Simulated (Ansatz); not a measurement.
Wanted: the native input for an Ansatz 0.2.0 run.

```
Task                : single point
Functional          : PBE
Potentials or basis : Ansatz PAW
Cutoff              : 420 eV (not typed: the program's choice for these potentials)
k mesh              : 8 × 8 × 8
Occupations         : gaussian, width 0.028 eV
Spin                : no spin polarisation
```

CaF2 (Fluorite):

```xyz
3
Lattice="0.0000 2.7310 2.7310 2.7310 0.0000 2.7310 2.7310 2.7310 0.0000" Properties=species:S:1:pos:R:3 pbc="T T T"
Ca    0.0000    0.0000    0.0000
F     4.0965    4.0965    4.0965
F     1.3655    1.3655    1.3655
```

These files were run (other wordings do the same):

input.yaml

```yaml
crystal:
  lattice:
    - [0.0, 2.731, 2.731]
    - [2.731, 0.0, 2.731]
    - [2.731, 2.731, 0.0]
  atoms:
    - { symbol: Ca, position: [0.0, 0.0, 0.0] }
    - { symbol: F, position: [0.75, 0.75, 0.75] }
    - { symbol: F, position: [0.25, 0.25, 0.25] }
hamiltonian:
  xc: pbe
  pseudopotentials: { kind: paw }
kpoints:
  mp_grid: { grid: [8, 8, 8] }
scf:
  occupations: { method: gaussian, width: 0.028 }
output:
  forces: true
  stress: true
  eigenvalues: true
```

Potentials or basis: Ansatz PAW.

Launch:

```console
$ ansatz run input.yaml --threads 2 --pin off --max-ram 5632MiB --backend cpu --events-out ev --progress --plain --runs-dir out
```

Results of the run:

- Pressure: 2.2 GPa
- Band gap on the k mesh: 7.30 eV, indirect (least direct gap 7.56 eV)

Caveat: the pressure holds a Pulay correction of +0.6 GPa for the finite cutoff.

It took 0.6 s on 2 threads of Intel(R) Xeon(R) 6975P-C (Granite Rapids), with other jobs on the host, peak memory 0.32 GiB.
